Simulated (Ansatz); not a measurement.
# MnO2 (P4_2/mnm) in Ansatz: convergence with k mesh

Aim: find how far k mesh must go before the results for MnO2 settle, at r2SCAN. This setting moves, with any that are tied to it; all else stays.

Program: Ansatz 0.2.0. These are calculated values, not measurements. Logs are shortened: lines on timing, memory, paths and dates and some standing lists are left out, and cuts for length are marked.

**1. Starting point**

It takes space group P4_2/mnm (No. 136, tetragonal). Conventional cell: a = 4.400 Å, b = 4.400 Å, c = 2.867 Å, α = 90.00°, β = 90.00°, γ = 90.00°. Mn (site symmetry mmm) has 6 O at 1.88 to 1.90 Å as nearest neighbours. Around O (site symmetry m2m) lie 3 Mn at 1.88 to 1.90 Å.

The cell is a database's computed one.

**2. With k mesh 2 × 2 × 3**

input.yaml

```yaml
crystal:
  lattice:
    - [4.4004184607, 0.0, 0.0]
    - [0.0, 4.4004184607, 0.0]
    - [0.0, 0.0, 2.86707794]
  atoms:
    - { symbol: Mn, position: [0.5, 0.5, 0.5], spin: 4.0 }
    - { symbol: Mn, position: [0.0, 0.0, 0.0], spin: 4.0 }
    - { symbol: O, position: [0.80491615, 0.19508385, 0.5] }
    - { symbol: O, position: [0.69508385, 0.69508385, 0.0] }
    - { symbol: O, position: [0.19508385, 0.80491615, 0.5] }
    - { symbol: O, position: [0.30491615, 0.30491615, 0.0] }
hamiltonian:
  xc: r2scan
  pseudopotentials: { kind: nc, accuracy: standard }
magnetization:
  spin_polarized: true
kpoints:
  mp_grid: { grid: [2, 2, 3] }
scf:
  occupations: { method: fermi_dirac, width: 0.05 }
output:
  forces: true
  stress: true
  eigenvalues: true
```

Potentials or basis: PseudoDojo standard (PBE files).

Command:

```bash
> ansatz run input.yaml --threads 2 --pin off --max-ram 5632MiB --backend cpu --events-out ev --progress --plain --runs-dir out
```

Output:

```text
Warning: hamiltonian.xc reads the kinetic-energy density τ on the library's norm-conserving files, and those of Mn, O were made for PBE. This build holds files of Mn, O that were made for r²SCAN, which a deck under this functional can read where it names no table (hamiltonian.pseudopotentials.accuracy or source), types no xc_functional and has no exact exchange, max_exx_coeff or level of output.embedding that keeps them out. To compare such runs, type hamiltonian.pseudopotentials: {kind: paw, frozen_core: stored} on both or, where PAW refuses one, {kind: nc, accuracy: standard}
Warning: RAYON_NUM_THREADS=2 ignored (pool sized by the plan → 2); use --threads N
Engine: ansatz 0.2.0, x86_64-unknown-linux-gnu
Pseudopotentials: kind: nc
Pseudopotential: Mn, nc, valence charge 15, recommended cutoff 1306.14654 eV (normal), Mn.nc.azcp (PseudoDojo's, or run here from an input of PseudoDojo's; its table is named by hamiltonian.pseudopotentials.accuracy)
Pseudopotential: O, nc, valence charge 6, recommended cutoff 1142.878222 eV (normal), O.nc.azcp (PseudoDojo's, or run here from an input of PseudoDojo's; its table is named by hamiltonian.pseudopotentials.accuracy)
Functional definition: r2SCAN
  parameter k0 = 0.174
  parameter k1 = 0.065
  parameter a1 = 4.9479
  exchange = r2scan_x(k0 = k0, k1 = k1, a1 = a1)
  correlation = r2scan_c
Crystal: 6 atoms, lattice volume = 55.517 Å³
Basis set: ecut = 1306.14654 eV, 5989 PW (Γ), exchange–correlation on 216×216×144 points (64 copies of the dense FFT grid, shifted against one another)
Bands: 38, of which v1, the nominal top of the filled ones, is band 27 counted from 1 (26 counted from 0)
Symmetry: 16 space group operations
Space group: P42/mnm (ITA 136), of the structure as read, at distance tolerance 3.8e-5 Å
Magnetic group: BNS 136.495 (UNI 1155), of the structure as read, at distance tolerance 3.8e-5 Å
k-points: 6 of 12
Non-local potential: Mn, projectors of the file, l = 0: 2, l = 1: 2, l = 2: 2
Non-local potential: O, projectors of the file, l = 0: 2, l = 1: 2, l = 2: 1
Initial density: superposition of atomic densities (chi_scale 0.1, normalization cell, long waves kept (reshape's long-wave potential 0.00 eV rms))
Starting moments: Σ|m| = 8 μB on 2 of 6 sites
Initial wavefunctions: pseudopotential atomic-orbital guess
Functional: x = r2scan, c = r2scan; τ floored in thin density (d = 2e-4 eV/Å³)
SCF iter   1: F=—  HF=-7799.721209 eV  |F-HF|=—  |Δ(HF+E_count)|=         —  Δρ=1.54e-1 (↑1.02e-1 ↓1.54e-1)  dr2=1.95e1  dr2_τ=2.43e1  dr2_m=3.26e0  M=6.320 μB ∫|m|=6.830 μB  β_m=0.30  ethr=3.10e-3  ⟨swp⟩=6.5  Hψ=1935  notcnv=0
preconditioner: auto → Kerker (q_TF=auto, 2.716 Å⁻¹)  [metal: Δε(μ)=0.033 eV  Ē_g=13.460 eV  σ=0.050 eV  W_gap=0.16  n_scr=18 (ndim 8)  ℏωp=30.7 eV  f_vac=0.000  D(μ)=5.55/eV (n_scr^D=66)]
spin=Collinear: Kerker preconditioning applied to the charge; magnetization (m = ρ↑ − ρ↓) channel mixes plain (no charge-response kernel on spin).
SCF iter   2: F=—  HF=-7797.571422 eV  |F-HF|=—  |Δ(HF+E_count)|=    2.15e0  Δρ=1.02e-1 (↑1.02e-1 ↓7.43e-2)  dr2=1.61e0  dr2_τ=1.20e1  dr2_m=3.03e0  M=6.000 μB ∫|m|=6.734 μB  β_m=0.30  ethr=3.10e-3  ⟨swp⟩=3.0  Hψ=1107  notcnv=0  defer=34  κ⁻¹=1.0e0(r=1)
preconditioner: auto → Resta (q_TF=auto, 2.716 Å⁻¹)  ε∞=5.8  [insulator: Δε(μ)=0.184 eV  Ē_g=13.974 eV  σ=0.050 eV  W_gap=0.72  n_scr=18 (ndim 8)  ℏωp=30.7 eV  f_vac=0.000  D(μ)=2.00/eV (n_scr^D=10)  ε∞_Penn≈5.8]
spin=Collinear: Resta preconditioning applied to the charge; magnetization (m = ρ↑ − ρ↓) channel mixes plain (no charge-response kernel on spin).
spin-set hold released at iteration 2 (site moments show no strong build): the magnetisation degrees of freedom join the quasi-Newton model from the next iteration; the mixer history was kept
[... 13 lines left out ...]
SCF 1 converged in 15 iterations: F = -7798.334662 eV  dr2 = 1.98e-8
this state was not tested for a lower state beside it, because the mixer in use, unlike msr1, does not test its closes by its own steps (another_mixer; see scf.mixing.algorithm and scf.lower_state_search)
SCF converged after 15 iterations
Magnetization: 6.0061 μB (30.0030 up, 23.9970 down)
Absolute magnetization: 6.3121 μB (∫|ρ↑−ρ↓|)
Spin contamination: 0.0836 ħ² per cell (⟨S²⟩ above its minimum at these occupations)
Per-site moments (μB) at R_I (Å): [(2.5005095179099186, 0.77489733565151), (2.5005095179099217, 0.7748973356515101), (0.051059597930415396, 0.7748973356515101), (0.05105959793041531, 0.77489733565151), (0.05105959793041525, 0.7748973356515101), (0.051059597930414924, 0.7748973356515102)]
Free energy (F): -7798.334662 eV
Harris-Foulkes:  -7798.334662 eV  (|F-HF|=1.31e-8)
Internal energy: -7798.326826 eV  (E = F + TS)
E sigma→0 (E₀):  -7798.330744 eV
Entropy (-TS):   -0.007836 eV (-1.306 meV/atom)
Fermi energy:    10.462861 eV
--- Per-component energies (eV) ---
  E_band       = -657.450217
  E_kinetic    = 3799.676726
  E_local      = -6564.659104  (includes V_loc(G=0)·N_el)
  E_nonlocal   = -642.451659
  E_hartree    = 2108.505966
  E_xc         = -1520.525557
  E_vxc        = -1576.857640  (∫ρ·V_xc dr)
  E_vtau       = 109.828401  (kinetic-family band-sum trace: ∫τ·v_τ [+ j·A + Jᵃ·Aᵃ] dr)
  E_ewald      = -4978.873199
  E_smearing   = -0.007836  (= −TS)
  E_closure    = 0.000000  (closes the sum)
  Σ components = -7798.334662   (vs F -7798.334662, Δ=0.00e0)
--- Forces (eV/Å), atoms counted from 1 ---
  atom   1  Mn     0.00000000     0.00000000     0.00000000
  atom   2  Mn     0.00000000    -0.00000000     0.00000000
  atom   3  O      0.10765330    -0.10765330     0.00000000
  atom   4  O     -0.10765330    -0.10765330     0.00000000
  atom   5  O     -0.10765330     0.10765330     0.00000000
  atom   6  O      0.10765330     0.10765330     0.00000000
  max |Σ_I F_I| component: 2.78e-17 eV/Å
--- Stress (GPa, compression-positive) ---
       -0.989650       0.000000       0.000000
        0.000000      -0.989650       0.000000
        0.000000       0.000000      -1.979247
  P = ⅓ Tr σ = -1.3195 GPa (-13.195 kbar)
--- Band table (eV; the first three rows and the last of 12) ---
  k-point 0 ↑: bands = ["-75.6202", "-75.6176", "-42.7485", "-42.7411", "-42.7230", "-42.7230", "-42.6525", "-42.6525", "-10.8414", "-9.0629", "-8.6795", "-8.6795", "2.2812", "2.9327", "3.5852", "4.5212", "4.5212", "6.4079", "6.4079", "6.9958", "7.3933", "7.4957", "7.6430", "7.6430", "7.8783", "8.8957", "9.3763", "9.3763", "9.9601", "10.2099", "10.3195", "13.5182", "13.5182", "14.2110", "18.5917", "22.2193", "22.2193", "24.7141"]
  k-point 1 ↑: bands = ["-75.6135", "-75.6122", "-42.8250", "-42.8214", "-42.7086", "-42.7086", "-42.6486", "-42.6486", "-9.9327", "-8.9503", "-8.8216", "-8.8216", "3.5601", "3.7746", "4.3603", "4.3603", "4.6777", "4.8042", "5.4143", "6.2815", "6.2815", "7.2259", "7.3930", "7.3930", "7.9182", "8.4868", "9.1217", "9.7419", "10.1048", "10.1048", "11.4678", "12.4786", "12.4786", "12.7596", "21.6691", "25.2754", "25.4421", "25.4421"]
  k-point 2 ↑: bands = ["-75.6189", "-75.6189", "-42.7447", "-42.7447", "-42.7208", "-42.7208", "-42.6550", "-42.6550", "-10.0060", "-10.0060", "-8.7230", "-8.7230", "3.2255", "3.2255", "4.6234", "4.6234", "5.2109", "5.2109", "5.5474", "5.5474", "6.6415", "6.6415", "8.2126", "8.2126", "8.8483", "8.8483", "9.0047", "9.0047", "9.7215", "9.7215", "12.9142", "12.9142", "13.2853", "13.2853", "21.1814", "21.1814", "23.6908", "23.6908"]
  k-point 5 ↓: bands = ["-71.4884", "-71.4884", "-38.8414", "-38.8414", "-38.6978", "-38.6978", "-38.5676", "-38.5676", "-9.1674", "-9.1674", "-8.8160", "-8.8160", "3.9073", "3.9073", "4.3551", "4.3551", "5.8681", "5.8681", "6.9561", "6.9561", "8.4627", "8.4627", "8.6790", "8.6790", "12.1823", "12.1823", "12.5199", "12.5199", "12.5380", "12.5380", "14.1830", "14.1830", "14.5001", "14.5001", "23.4634", "23.4634", "25.4000", "25.4000"]
```

It took 11 s on 2 threads of Intel Xeon Platinum 8488C (Sapphire Rapids), shared host; peak memory 0.81 GiB.

What came out:

* Free energy: -7798.3347 eV
* Pressure: -1.3 GPa
* Largest force: 0.152 eV/Å
* Band gap on the k mesh: none (metal or under the smearing width)
* Net moment: 6.01 μB per cell
* Absolute moment: 6.31 μB per cell
* Site moments: Mn +2.50; O +0.05 μB

**3. With k mesh 3 × 3 × 4**

input.yaml, as its differences from that of step 2:

```diff
@@ -18,3 +18,3 @@
 kpoints:
-  mp_grid: { grid: [2, 2, 3] }
+  mp_grid: { grid: [3, 3, 4] }
 scf:
```

Potentials or basis: PseudoDojo standard (PBE files).

Command:

```bash
> ansatz run input.yaml --threads 2 --pin off --max-ram 5632MiB --backend cpu --events-out ev --progress --plain --runs-dir out
```

It took 12 s on 2 threads of Intel Xeon Platinum 8488C (Sapphire Rapids), shared host; peak memory 0.87 GiB.

What came out:

```yaml
Free_energy: -7798.4212 eV
Pressure: -2.1 GPa
Largest_force: 0.106 eV/Å
Band_gap_on_the_k_mesh: none (metal or under the smearing width)
Net_moment: 6.00 μB per cell
Absolute_moment: 6.27 μB per cell
Site_moments: Mn +2.47; O +0.07 μB
```

**4. With k mesh 4 × 4 × 5**

input.yaml, as its differences from that of step 3:

```diff
@@ -18,3 +18,3 @@
 kpoints:
-  mp_grid: { grid: [3, 3, 4] }
+  mp_grid: { grid: [4, 4, 5] }
 scf:
```

Command:

```bash
> ansatz run input.yaml --threads 2 --pin off --max-ram 5632MiB --backend cpu --events-out ev --progress --plain --runs-dir out
```

It took 18 s on 2 threads of Intel Xeon Platinum 8488C (Sapphire Rapids), shared host; peak memory 0.95 GiB.

Results:

```yaml
Free_energy: -7798.4315 eV
Pressure: -2.2 GPa
Largest_force: 0.103 eV/Å
Band_gap_on_the_k_mesh: none (metal or under the smearing width)
Net_moment: 6.00 μB per cell
Absolute_moment: 6.26 μB per cell
Site_moments: Mn +2.47; O +0.07 μB
```

**5. With k mesh 5 × 5 × 7**

input.yaml, as its differences from that of step 4:

```diff
@@ -18,3 +18,3 @@
 kpoints:
-  mp_grid: { grid: [4, 4, 5] }
+  mp_grid: { grid: [5, 5, 7] }
 scf:
```

Command:

```bash
> ansatz run input.yaml --threads 2 --pin off --max-ram 5632MiB --backend cpu --events-out ev --progress --plain --runs-dir out
```

It took 22 s on 2 threads of Intel Xeon Platinum 8488C (Sapphire Rapids), shared host; peak memory 0.99 GiB.

Results:

| Property | Result |
| --- | --- |
| Free energy | -7798.4323 eV |
| Pressure | -2.3 GPa |
| Largest force | 0.101 eV/Å |
| Band gap on the k mesh | none (metal or under the smearing width) |
| Net moment | 6.00 μB per cell |
| Absolute moment | 6.26 μB per cell |
| Site moments | Mn +2.46; O +0.07 μB |

**6. With k mesh 6 × 6 × 8**

input.yaml, as its differences from that of step 5:

```diff
@@ -18,3 +18,3 @@
 kpoints:
-  mp_grid: { grid: [5, 5, 7] }
+  mp_grid: { grid: [6, 6, 8] }
 scf:
```

Potentials or basis: PseudoDojo standard (PBE files).

Command:

```bash
> ansatz run input.yaml --threads 2 --pin off --max-ram 5632MiB --backend cpu --events-out ev --progress --plain --runs-dir out
```

Run time: 41 s. Hardware: 2 threads of Intel Xeon Platinum 8488C (Sapphire Rapids), shared host; peak memory 1.2 GiB.

Results (log left out):

```yaml
Free_energy: -7798.4322 eV
Pressure: -2.3 GPa
Largest_force: 0.100 eV/Å
Band_gap_on_the_k_mesh: none (metal or under the smearing width)
Net_moment: 6.00 μB per cell
Absolute_moment: 6.26 μB per cell
Site_moments: Mn +2.46; O +0.07 μB
```

**7. With k mesh 7 × 7 × 10**

input.yaml, as its differences from that of step 6:

```diff
@@ -18,3 +18,3 @@
 kpoints:
-  mp_grid: { grid: [6, 6, 8] }
+  mp_grid: { grid: [7, 7, 10] }
 scf:
```

Command:

```bash
> ansatz run input.yaml --threads 2 --pin off --max-ram 5632MiB --backend cpu --events-out ev --progress --plain --runs-dir out
```

Run time: 52 s. Hardware: 2 threads of Intel Xeon Platinum 8488C (Sapphire Rapids), shared host; peak memory 1.3 GiB.

The run converged. Its results:

```
Free energy            : -7798.4321 eV
Pressure               : -2.3 GPa
Largest force          : 0.100 eV/Å
Band gap on the k mesh : none (metal or under the smearing width)
Net moment             : 6.00 μB per cell
Absolute moment        : 6.26 μB per cell
Site moments           : Mn +2.46; O +0.07 μB
```

**8. With k mesh 8 × 8 × 13**

input.yaml, as its differences from that of step 7:

```diff
@@ -18,3 +18,3 @@
 kpoints:
-  mp_grid: { grid: [7, 7, 10] }
+  mp_grid: { grid: [8, 8, 13] }
 scf:
```

Command:

```bash
> ansatz run input.yaml --threads 2 --pin off --max-ram 5632MiB --backend cpu --events-out ev --progress --plain --runs-dir out
```

Run time: 84 s. Hardware: 2 threads of Intel Xeon Platinum 8488C (Sapphire Rapids), shared host; peak memory 1.7 GiB.

It converged, with:

```
Free energy            : -7798.4321 eV
Pressure               : -2.3 GPa
Largest force          : 0.099 eV/Å
Band gap on the k mesh : none (metal or under the smearing width)
Net moment             : 6.00 μB per cell
Absolute moment        : 6.26 μB per cell
Site moments           : Mn +2.46; O +0.07 μB
```

**9. With k mesh 10 × 10 × 15**

input.yaml, as its differences from that of step 8:

```diff
@@ -18,3 +18,3 @@
 kpoints:
-  mp_grid: { grid: [8, 8, 13] }
+  mp_grid: { grid: [10, 10, 15] }
 scf:
```

Potentials or basis: PseudoDojo standard (PBE files).

Command:

```bash
> ansatz run input.yaml --threads 2 --pin off --max-ram 5632MiB --backend cpu --events-out ev --progress --plain --runs-dir out
```

Wall time 2.1 min (2 threads of Intel Xeon Platinum 8488C (Sapphire Rapids), shared host); peak memory 2.3 GiB.

It converged, with:

```
Free energy            : -7798.4320 eV
Pressure               : -2.3 GPa
Largest force          : 0.099 eV/Å
Band gap on the k mesh : none (metal or under the smearing width)
Net moment             : 6.00 μB per cell
Absolute moment        : 6.25 μB per cell
Site moments           : Mn +2.46; O +0.07 μB
```

**10. The series at a glance**

```tsv
k mesh	energy less the tightest run, at zero smearing (meV/atom)	pressure (GPa)	largest force (eV/Å)	absolute moment (μB)	SCF cycles	CPU time (s)	peak memory (GiB)
2 × 2 × 3	16.78	-1.32	0.152	6.31	15	19	0.81
3 × 3 × 4	2.15	-2.11	0.106	6.27	16	23	0.87
4 × 4 × 5	0.20	-2.21	0.103	6.26	16	35	0.95
5 × 5 × 7	-0.02	-2.27	0.101	6.26	16	42	0.99
6 × 6 × 8	-0.04	-2.28	0.100	6.26	16	78	1.2
7 × 7 × 10	-0.02	-2.29	0.100	6.26	16	97	1.3
8 × 8 × 13	-0.01	-2.29	0.099	6.26	16	160	1.7
10 × 10 × 15	0.00	-2.29	0.099	6.25	16	240	2.3
```

Against the tightest run, the energy stays within 1 meV/atom from 4 × 4 × 5 on; the pressure stays within 0.1 GPa from 4 × 4 × 5 on; the largest force stays within 0.005 eV/Å from 4 × 4 × 5 on; the absolute moment stays within 0.02 μB from 3 × 3 × 4 on. Meshes of other sizes hit other points, so gaps and Fermi surfaces needn't settle smoothly. The tightest run that finished is the yardstick and may itself not be fully converged.

Caveats: the meta-GGA runs on potentials made for a GGA; the magnetic or orbital state may not be the lowest; the potentials were made for another functional, which shifts forces and pressure; semilocal functionals often make such compounds metallic where correlation or magnetic order opens a gap, which also shifts bond lengths; only a ferromagnetic start was run, and an antiferromagnetic order may lie lower in energy.
